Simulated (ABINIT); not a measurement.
Input of an ABINIT 10.8.3 (patched build) run:

File run.abi:

```
# Pseudopotentials
pp_dirpath "./"
pseudos "W.GGA_PBE-JTH.xml, Si.GGA_PBE-JTH.xml"

# Structure
acell 8.5542390769 8.5542390769 8.5542390769
rprim
    -0.3549820016     0.3549820016     0.8648558013
     0.3549820016    -0.3549820016     0.8648558013
     0.3549820016     0.3549820016    -0.8648558013
ntypat 2
znucl 74 14
natom 3
typat 1 2 2
xcart
     0.0000000000     0.0000000000     0.0000000000
     0.0000000000     0.0000000000     5.2092324700
     0.0000000000     0.0000000000     2.6206675300 Angstrom
chkprim 0
chksymtnons 0
tolsym 1.0e-6

# Plane-wave basis
ecut 19.0
pawecutdg 38.0

# k points
kptopt 1
ngkpt 10 10 10
nshiftk 1
shiftk 0.0 0.0 0.0

# Exchange and correlation
ixc -497498
usekden 1
pawxcdev 0

# Bands and occupations
nband 15
occopt 3
tsmear 0.05 eV

# SCF cycle
nstep 100
tolvrs 1.0e-7

# Output
iomode 3
prtwf 0
prtden 0
prteig 0
prtebands 0

# Relaxation
ionmov 2
ntime 60
tolmxf 5.0e-5
optcell 2
dilatmx 1.08
ecutsm 0.5
```

Potentials or basis: JTH PAW PBE v2.0.

The run is started by

```sh
$ mpirun --bind-to none -np 4 abinit run.abi > log 2>&1
```

Task: What does it give for the band gap on the k mesh?

Result: None (metal or under the smearing width).

Task: Estimate the relaxed cell.

Result: a = 4.516 Å, b = 4.516 Å, c = 4.516 Å, α = 138.31°, β = 138.31°, γ = 60.43°.

Task: Predict the relaxed volume.

Result: 13.44 Å³/atom.

Task: What does it give for the space group after relaxing (to 0.05 Å)?

Result: I4/mmm (No. 139).

Step by step:
```csv
step,energy change (eV),largest force (eV/Å),pressure (GPa),volume (Å³)
1,0.0000,0.0719,-0.89,40.44
2,-0.0008,0.0464,-0.20,40.33
3,-0.0011,0.0256,0.11,40.28
4,-0.0011,0.0173,0.10,40.29
5,-0.0011,0.0062,0.00,40.31
6,-0.0011,0.0039,-0.03,40.31
7,-0.0011,0.0004,0.00,40.31
8,-0.0011,0.0000,0.00,40.31
```

Caveat: the PAW data sets were made with another functional, which shifts forces and pressure a little. Spin-orbit coupling is left out, which matters for the levels of W.
